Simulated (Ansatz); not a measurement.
Method: DFT PBE, scalar-relativistic, plane waves, PAW in Ansatz. All cells share a 420 eV cutoff and Γ-centred k meshes spaced at most about 0.3 Å⁻¹ (about 0.25 or finer for metals, 2π included). No spin polarisation.

Each guess is relaxed in cell and atoms at zero pressure, on a coarse mesh first where it starts far from rest and then on a converged one. The steps can't lower the symmetry of the start, but it can rise. Energies are static (0 K, no zero-point motion).

Two unrelaxed guesses for Ba3HfO:

A.

Space group P6/mmm (No. 191). a = 5.819 Å, b = 5.819 Å, c = 4.937 Å, α = 90.00°, β = 90.00°, γ = 120.00°
| atom | site | symmetry | x | y | z |
| --- | --- | --- | --- | --- | --- |
| Ba | 3g | mmm | 0.5000 | 0.0000 | 0.5000 |
| Hf | 1b | 6/mmm | 0.0000 | 0.0000 | 0.5000 |
| O | 1a | 6/mmm | 0.0000 | 0.0000 | 0.0000 |

B.

Space group P4/mmm (No. 123). a = 6.148 Å, b = 6.148 Å, c = 4.076 Å, α = 90.00°, β = 90.00°, γ = 90.00°
```json
{"atom": "Ba", "site": "2f", "symmetry": "mmm.", "x": "0.0000", "y": "0.5000", "z": "0.0000"}
{"atom": "Ba", "site": "1c", "symmetry": "4/mmm", "x": "0.5000", "y": "0.5000", "z": "0.0000"}
{"atom": "Hf", "site": "1a", "symmetry": "4/mmm", "x": "0.0000", "y": "0.0000", "z": "0.0000"}
{"atom": "O", "site": "1b", "symmetry": "4/mmm", "x": "0.0000", "y": "0.0000", "z": "0.5000"}
```

Question: Where do they end, and which end is lower?

Answer: A ends lower, by 104 meV/atom. A: P6/mmm at 28.9 Å³/atom → P6/mmm at 44.1 Å³/atom; B: P4/mmm at 30.8 Å³/atom → P4/mmm at 45.3 Å³/atom. Counting Ba or Hf atoms around O (for each partner element, those within 1.25 times its shortest distance or 1.15 times the sum of covalent radii, where it is the nearest in units of that sum or under 1.3), the end of A and the end of B both have O 2. End of A. Conventional cell: a = 7.970 Å, c = 4.008 Å. Around Ba lie 6 Ba at 3.99–4.01 Å, 2 Hf at 3.99 Å and 4 O at 4.46 Å; Hf has 2 O at 2.00 Å and 6 Ba at 3.99 Å; O is surrounded by 2 Hf at 2.00 Å, 2 O at 4.01 Å and 12 Ba at 4.46 Å. End of B. Conventional cell: a = 7.553 Å, c = 3.973 Å. Ba on a site of symmetry mmm has 2 Hf at 3.78 Å, 4 Ba at 3.78–3.97 Å and 4 O at 4.27 Å; around Hf lie 2 O at 1.99 Å and 4 Ba at 3.78 Å; O is surrounded by 2 Hf at 1.99 Å, 2 O at 3.97 Å and 8 Ba at 4.27 Å; 1 more site not described.

Ends held by symmetry can be saddle points. Neither end is the lowest form computed: that has space group P4/mmm (No. 123) and lies 296 meV/atom below the better end. These runs have no spin–orbit coupling, which can matter for Hf. Some candidate types were left out of the draw beforehand, so a known form may be missing.
